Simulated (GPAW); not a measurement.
The system is FeO (Wuestite).

```
Fe O
1.0
     0.00000    2.15540    2.15540
     2.15540    0.00000    2.15540
     2.15540    2.15540    0.00000
Fe O
1 1
Direct
  0.00000 0.00000 0.00000
  0.50000 0.50000 0.50000
```

```yaml
Program: GPAW 26.7.0
Task: single point
Functional: PBEsol
Potentials_or_basis: PAW data sets generated in the run's folder for this functional
Cutoff: 800 eV
Basis: pw
k_mesh: 11 × 11 × 11
Occupations: fermi-dirac, width 0.05 eV
Spin: collinear spin, ferromagnetic start
Starting_moments: "[3.0, 0.0] μB"
```

On this cell: pressure -7.0 GPa; largest force zero by symmetry; net moment 4.00 μB per cell; site moments Fe +3.54; O +0.24 μB; band gap on the k mesh none (metal or under the smearing width).

The same run follows on a disturbed copy (atoms moved at random, drawn with an rms of 0.05 Å):

```xyz
2
Lattice="0.0000 2.1554 2.1554 2.1554 0.0000 2.1554 2.1554 2.1554 0.0000" Properties=species:S:1:pos:R:3 pbc="T T T"
Fe    0.0449    0.0680    0.0221
O     2.1631    2.1655    2.2137
```

**Question.** What changes?

**Answer.** The energy (extrapolated to zero smearing) moves by +4.3 meV/atom; pressure -6.5 GPa; largest force 0.222 eV/Å; net moment 4.00 μB per cell; site moments Fe +3.53; O +0.24 μB; band gap on the k mesh none (metal or under the smearing width).

Forces in eV/Å, atoms in the order of the input:
```
Fe  -0.105 -0.167  0.102
O    0.105  0.167 -0.102
```

Stress tensor (GPa, compression positive):
```
-6.67 -0.16  0.10
-0.16 -6.07  0.16
 0.10  0.16 -6.69
```

Caveats: a cell with one magnetic atom can't hold antiferromagnetic order, which such compounds often take; semilocal functionals often make such compounds metallic where correlation or magnetic order opens a gap, which also shifts bond lengths.
